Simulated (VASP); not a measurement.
# Ta2N (P-3m1) in VASP: a series of runs, part 3 of 3

VASP 6.6.1. The steps go on from the part before.

**5. Wannier functions by SCDM, PBE**

POSCAR reads:

```
Ta2N
1.0
    3.1128615060      0.0000000000      0.0000000000
   -1.5564307530      2.6958171426      0.0000000000
    0.0000000000      0.0000000000      4.8698410000
Ta N
2 1
Direct
    0.3333333333      0.6666666667      0.2547110000
    0.6666666667      0.3333333333      0.7452890000
    0.0000000000      0.0000000000      0.0000000000
```

INCAR.step1 reads:

```
  PREC = Accurate
  ENCUT = 520
  EDIFF = 1E-7
  ISMEAR = 0
  SIGMA = 0.02
  LREAL = F
  LASPH = T
  NELM = 60
  ALGO = Normal
  ISIF = 2
  LWAVE = T
  LCHARG = T
  GGA = PE
```

INCAR.step2 reads:

```
  PREC = Accurate
  ENCUT = 520
  EDIFF = 1E-7
  ISMEAR = 0
  SIGMA = 0.02
  LREAL = F
  LASPH = T
  NELM = 60
  ALGO = Normal
  ISIF = 2
  LWAVE = F
  LCHARG = F
  GGA = PE
  ISTART = 1
  ICHARG = 11
  ISYM = -1
  NUM_WANN = 14
  LSCDM = T
```

KPOINTS reads:

```
regular mesh
0
Gamma
  5 5 3
```

KPOINTS_OPT reads:

```
path GMKGALHA,LM,KH
12
line-mode
reciprocal
 0.0000000000  0.0000000000  0.0000000000  G
 0.5000000000  0.0000000000  0.0000000000  M

 0.5000000000  0.0000000000  0.0000000000  M
 0.3333333333  0.3333333333  0.0000000000  K

 0.3333333333  0.3333333333  0.0000000000  K
 0.0000000000  0.0000000000  0.0000000000  G

 0.0000000000  0.0000000000  0.0000000000  G
 0.0000000000  0.0000000000  0.5000000000  A

 0.0000000000  0.0000000000  0.5000000000  A
 0.5000000000  0.0000000000  0.5000000000  L

 0.5000000000  0.0000000000  0.5000000000  L
 0.3333333333  0.3333333333  0.5000000000  H

 0.3333333333  0.3333333333  0.5000000000  H
 0.0000000000  0.0000000000  0.5000000000  A

 0.5000000000  0.0000000000  0.5000000000  L
 0.5000000000  0.0000000000  0.0000000000  M

 0.3333333333  0.3333333333  0.0000000000  K
 0.3333333333  0.3333333333  0.5000000000  H
```

KPOINTS_WAN reads:

```
path GMKGALHA,LM,KH
12
line-mode
reciprocal
 0.0000000000  0.0000000000  0.0000000000  G
 0.5000000000  0.0000000000  0.0000000000  M

 0.5000000000  0.0000000000  0.0000000000  M
 0.3333333333  0.3333333333  0.0000000000  K

 0.3333333333  0.3333333333  0.0000000000  K
 0.0000000000  0.0000000000  0.0000000000  G

 0.0000000000  0.0000000000  0.0000000000  G
 0.0000000000  0.0000000000  0.5000000000  A

 0.0000000000  0.0000000000  0.5000000000  A
 0.5000000000  0.0000000000  0.5000000000  L

 0.5000000000  0.0000000000  0.5000000000  L
 0.3333333333  0.3333333333  0.5000000000  H

 0.3333333333  0.3333333333  0.5000000000  H
 0.0000000000  0.0000000000  0.5000000000  A

 0.5000000000  0.0000000000  0.5000000000  L
 0.5000000000  0.0000000000  0.0000000000  M

 0.3333333333  0.3333333333  0.0000000000  K
 0.3333333333  0.3333333333  0.5000000000  H
```

Potentials or basis: VASP PAW PBE potentials, release 64 (Ta_pv, N).

Run with:

```console
> cat potpaw_PBE.64/Ta_pv/POTCAR potpaw_PBE.64/N/POTCAR > POTCAR
> cp INCAR.step1 INCAR
> mpirun -np 1 vasp_std > vasp.out
> cp INCAR.step2 INCAR
> mpirun -np 1 vasp_std > vasp.out
```

OUTCAR:

```text
PREC = Accurate
   ENCUT = 520
   EDIFF = 1E-7
   ISMEAR = 0
   LREAL = F
   LASPH = T
   NELM = 60
   ISIF = 2
   GGA = PE
   ISTART = 1
   ICHARG = 11
   ISYM = -1

 ion  position               nearest neighbor table
   1  0.333  0.667  0.255-   3 2.18   3 2.18   3 2.18   2 2.99   2 2.99   2 2.99   2 3.06   2 3.06
                             2 3.06
   2  0.667  0.333  0.745-   3 2.18   3 2.18   3 2.18   1 2.99   1 2.99   1 2.99   1 3.06   1 3.06
                             1 3.06
   3  0.000  0.000  0.000-   1 2.18   2 2.18   1 2.18   2 2.18   2 2.18   1 2.18

IMPORTANT INFORMATION: All symmetrisations will be switched off!
NOSYMM: (Re-)initialisation of all symmetry stuff for point group C_1.

----------------------------------------------------------------------------------------

                                     Primitive cell

  volume of cell :      40.8663

  direct lattice vectors                    reciprocal lattice vectors
     3.112861506  0.000000000  0.000000000     0.321247829  0.185472520  0.000000000
    -1.556430753  2.695817143  0.000000000     0.000000000  0.370945041  0.000000000
     0.000000000  0.000000000  4.869841000     0.000000000  0.000000000  0.205345513

  length of vectors
     3.112861506  3.112861506  4.869841000     0.370945041  0.370945041  0.205345513

  position of ions in fractional coordinates (direct lattice)
     0.333333333  0.666666667  0.254711000
     0.666666667  0.333333333  0.745289000
     0.000000000  0.000000000  0.000000000

  ion indices of the primitive-cell ions
   primitive index   ion index
                 1           1
                 2           2
                 3           3

----------------------------------------------------------------------------------------

 KPOINTS: regular mesh

Automatic generation of k-mesh.
 Grid dimensions read from file:
 generate k-points for:    5    5    3

 Generating k-lattice:

  Cartesian coordinates                     Fractional coordinates (reciprocal lattice)
     0.064249566  0.037094504  0.000000000     0.200000000  0.000000000  0.000000000
     0.000000000  0.074189008  0.000000000     0.000000000  0.200000000  0.000000000
     0.000000000  0.000000000  0.068448504     0.000000000  0.000000000  0.333333333

  Length of vectors
     0.074189008  0.074189008  0.068448504

  Shift w.r.t. Gamma in fractional coordinates (k-lattice)
     0.000000000  0.000000000  0.000000000

 Subroutine IBZKPT returns following result:
 ===========================================

 Found     75 irreducible k-points:

 Following reciprocal coordinates:
            Coordinates               Weight
  0.000000  0.000000  0.000000      1.000000
  0.200000 -0.000000  0.000000      1.000000
  0.400000 -0.000000  0.000000      1.000000
 -0.400000  0.000000  0.000000      1.000000
 -0.200000  0.000000  0.000000      1.000000
  0.000000  0.200000  0.000000      1.000000
[... 16 lines left out ...]
  0.400000 -0.200000  0.000000      1.000000
 -0.400000 -0.200000  0.000000      1.000000
 [... further k-points ...]
   k-points           NKPTS =     75   k-points in BZ     NKDIM =     75   number of bands    NBANDS=     17
   number of dos      NEDOS =    301   number of ions     NIONS =      3
   total plane-waves  NPLWV =  20736
   dimension x,y,z NGX =    24 NGY =   24 NGZ =   36
   dimension x,y,z NGXF=    48 NGYF=   48 NGZF=   72
   ions per type =               2   1
   NGX,Y,Z   is equivalent  to a cutoff of  12.82, 12.82, 12.29 a.u.
   NGXF,Y,Z  is equivalent  to a cutoff of  25.63, 25.63, 24.58 a.u.
 SYSTEM =  unknown system
   PREC   = accura    normal or accurate (medium, high low for compatibility)
   ISTART =      1    job   : 0-new  1-cont  2-samecut
   ICHARG =     11    charge: 1-file 2-atom 10-const
   ISPIN  =      1    spin polarized calculation?
   LNONCOLLINEAR =      F non collinear calculations
   LSORBIT =      F    spin-orbit coupling
   LASPH  =      T    aspherical Exc in radial PAW
   ENCUT  =  520.0 eV  38.22 Ry    6.18 a.u.   5.79  5.79  9.05*2*pi/ulx,y,z
   NELM   =     60;   NELMIN=  2; NELMDL=  0     # of ELM steps
   EDIFF  = 0.1E-06   stopping-criterion for ELM
   LREAL  =      F    real-space projection
   EDIFFG = 0.1E-05   stopping-criterion for IOM
   NSW    =      0    number of steps for IOM
   IBRION =     -1    ionic relax: 0-MD 1-quasi-New 2-CG
   NFREE  =      0    steps in history (QN), initial steepest desc. (CG)
   ISIF   =      2    stress and relaxation
   ISYM   =     -1    0-nonsym 1-usesym 2-fastsym
   POTIM  = 0.5000    time-step for ionic-motion
   TEBEG  =    0.0;   TEEND  =   0.0 temperature during run
   PSTRESS=    0.0 pullay stress
   NELECT =      27.0000    total number of electrons
   NUPDOWN=      -1.0000    fix difference up-down
   EMIN   =  10.00;   EMAX   =-10.00  energy-range for DOS
   EFERMI =   0.00;   METHOD = LEGACY
   ISMEAR =     0;   SIGMA  =   0.02  broadening in eV -4-tet -1-fermi 0-gaus
   EFERMI_NEDOS =   21; number of points for ismear=-14 and -15
   IALGO  =     38    algorithm
   IMIX   =      4    mixing-type and parameters
     AMIX     =   0.40;   BMIX     =  1.00
     AMIX_MAG =   1.60;   BMIX_MAG =  1.00
  volume/ion in A,a.u.               =      13.62        91.93
  Fermi-wavevector in a.u.,A,eV,Ry     =   1.425852  2.694469 27.661374  2.033054
  Thomas-Fermi vector in A             =   2.546192
   LORBIT       =      0    0 simple, 1 ext, 2 COOP (PROOUT), +10 PAW based schemes
   GGA     = PE    functional components
   LHFCALC =     F    Hartree Fock is set to
   AEXX    =    0.0000 exact exchange contribution
   IVDW    =     0    specifies the selected vdW correction
   LEPSILON=     F    determine dielectric tensor
   LRPA    =     F    only Hartree local field effects (RPA)
 non-spin polarized calculation
 Gauss-broadening in eV      SIGMA  =   0.02
  energy-cutoff  :      520.00
  volume of cell :       40.87
 maximum number of plane-waves:      1108

 number of electron      26.9999996 magnetization

 Free energy of the ion-electron system (eV)
  ---------------------------------------------------
  ext. energy  EPLUGINS =         0.00000000
  ---------------------------------------------------
  free energy    TOTEN  =       -34.31613482 eV

  energy without entropy =      -34.31473541  energy(sigma->0) =      -34.31543511

 E-fermi :   7.4136     XC(G=0): -12.8468

 val. band max:        7.4100041743   @ k =   0.0000  -0.2000   0.0000
 cond. band min:       7.4283171976   @ k =   0.4000  -0.4000   0.3333
 fundamental gap:      0.0183130233
 Fermi energy:         7.4136149420

 k-point     1 :       0.0000    0.0000    0.0000
  band No.  band energies     occupation
      1     -28.2012      2.00000
      2     -27.5159      2.00000
      3     -27.5159      2.00000
      4     -27.3908      2.00000
      5     -27.3908      2.00000
      6     -27.2470      2.00000
[... 9 lines left out ...]
     16       7.7578      0.00000
     17       7.7579      0.00000

 k-point     2 :       0.2000   -0.0000    0.0000
  band No.  band energies     occupation
      1     -28.0901      2.00000
      2     -27.7264      2.00000
      3     -27.5936      2.00000
      4     -27.5878      2.00000
      5     -27.4114      2.00000
      6     -27.2944      2.00000
[... 9 lines left out ...]
     16       8.2963      0.00000
     17       9.1133      0.00000

 k-point     3 :       0.4000   -0.0000    0.0000
  band No.  band energies     occupation
      1     -28.0768      2.00000
      2     -27.8885      2.00000
      3     -27.8403      2.00000
      4     -27.6913      2.00000
      5     -27.4556      2.00000
      6     -27.4320      2.00000
[... 392 lines left out ...]
 k-point    23 :       0.4000   -0.2000    0.0000
  band No.  band energies     occupation
      1     -27.9506      2.00000
      2     -27.8806      2.00000
      3     -27.8685      2.00000
      4     -27.6452      2.00000
      5     -27.5259      2.00000
      6     -27.3924      2.00000
[... 9 lines left out ...]
     16      10.1336      0.00000
     17      10.5683      0.00000

 k-point    24 :      -0.4000   -0.2000    0.0000
  band No.  band energies     occupation
      1     -28.0832      2.00000
      2     -27.8771      2.00000
      3     -27.7999      2.00000
      4     -27.7147      2.00000
      5     -27.5993      2.00000
      6     -27.5269      2.00000
[... 9 lines left out ...]
     16      10.2412      0.00000
     17      11.0800      0.00000

 [... further k-points ...]

------------------------ aborting loop because EDIFF is reached ----------------------------------------

  FORCE on cell =-STRESS in cart. coord.  units (eV):
  Direction    XX          YY          ZZ          XY          YZ          ZX
  --------------------------------------------------------------------------------------
  -------------------------------------------------------------------------------------
  Total       -0.2742943     -0.2742479      0.0950356      0.0000458      0.0000845     -0.0001176
  in kB      -10.7538098    -10.7519890      3.7259053      0.0017966      0.0033137     -0.0046125
  external PRESSURE =      -5.9266312 kB  Pullay stress =       0.0000000 kB

 VOLUME and BASIS-vectors are now :
 -----------------------------------------------------------------------------
  energy-cutoff  :      520.00
  volume of cell :       40.87
      direct lattice vectors                 reciprocal lattice vectors
     3.112861506  0.000000000  0.000000000     0.321247829  0.185472520  0.000000000
    -1.556430753  2.695817143  0.000000000     0.000000000  0.370945041  0.000000000
     0.000000000  0.000000000  4.869841000     0.000000000  0.000000000  0.205345513

 POSITION                                       TOTAL-FORCE (eV/Angst)
 -----------------------------------------------------------------------------------
     -0.00000      1.79721      1.24040         0.000056     -0.000032     -0.819237
      1.55643      0.89861      3.62944        -0.000056      0.000031      0.819237
      0.00000      0.00000      0.00000         0.000000      0.000000     -0.000000
 -----------------------------------------------------------------------------------
    total drift:                               -0.000000     -0.000000      0.000000

  FREE ENERGIE OF THE ION-ELECTRON SYSTEM (eV)
  ---------------------------------------------------
  free  energy   TOTEN  =       -34.3161348179 eV

  energy  without entropy=      -34.3147354100  energy(sigma->0) =      -34.31543511
```

Wall time 47 s (1 thread of Intel Xeon Platinum 8488C (Sapphire Rapids), shared host); peak memory 0.2 GiB.

Results:

* Band gap along the path: none (metal or under the smearing width)

Levels at the corners of the path, in eV from the Fermi level:
```
point  band 9  band 10  band 11  band 12  band 13  band 14  band 15  band 16  band 17
    Γ   -5.98    -5.98    -4.92    -0.59    -0.19    -0.19     0.33     0.34     0.34
    M   -6.47    -6.28    -4.47    -2.56    -1.33     1.81     1.94     3.75     4.10
    M   -6.47    -6.28    -4.47    -2.56    -1.33     1.81     1.94     3.75     4.06
    K   -7.26    -6.15    -3.29    -2.66    -2.66     1.33     1.33     2.99     3.50
    K   -7.26    -6.15    -3.29    -2.66    -2.66     1.33     1.33     2.99     3.49
    Γ   -5.98    -5.98    -4.92    -0.59    -0.19    -0.19     0.33     0.34     0.34
    Γ   -5.98    -5.98    -4.92    -0.59    -0.19    -0.19     0.33     0.34     0.34
    A   -6.15    -6.15    -2.81    -2.59    -1.06    -1.06     1.83     1.96     2.38
    A   -6.15    -6.15    -2.81    -2.59    -1.06    -1.06     1.83     1.96     2.35
    L   -6.61    -6.02    -3.22    -2.11    -2.06    -0.22     0.78     3.32     3.57
    L   -6.61    -6.02    -3.22    -2.11    -2.06    -0.22     0.78     3.32     3.58
    H   -7.57    -6.31    -2.39    -1.87    -1.87     0.69     0.83     0.83     4.03
    H   -7.57    -6.31    -2.39    -1.87    -1.87     0.69     0.83     0.83     4.03
    A   -6.15    -6.15    -2.81    -2.59    -1.06    -1.06     1.83     1.96     2.42
    L   -6.61    -6.02    -3.22    -2.11    -2.06    -0.22     0.78     3.32     3.58
    M   -6.47    -6.28    -4.47    -2.56    -1.33     1.81     1.94     3.75     4.06
    K   -7.26    -6.15    -3.29    -2.66    -2.66     1.33     1.33     2.99     3.49
    H   -7.57    -6.31    -2.39    -1.87    -1.87     0.69     0.83     0.83     4.03
```

Caveat: the k mesh is coarse (spacing up to 0.47 Å⁻¹), so the values aren't converged; spin-orbit coupling is left out, which moves the levels of the heavy elements.

**6. Summary**

```csv
task,cell,k mesh,cutoff (eV),mesh quality,gap on the mesh (eV),pressure (GPa),largest force (eV/Å)
electric field gradients,as given,10 × 10 × 6,520,not flagged,none,-0.9,0.06
core levels,as given,10 × 10 × 6,520,not flagged,none,-0.9,0.06
phonons,relaxed,7 × 7 × 5,600,not flagged,-,-,-
Wannier functions by SCDM,as given,5 × 5 × 3,520,coarse,-,-,-
```

Alike in all rows: level PBE; potentials or basis VASP PAW PBE potentials, release 64 (Ta_pv, N); no spin polarisation; smearing gaussian 0.02 eV.

Caveats: some runs use coarse meshes; spin-orbit coupling is left out, which moves the levels of the heavy elements (some runs).

Absolute energies hang on the potentials; compare differences alone.
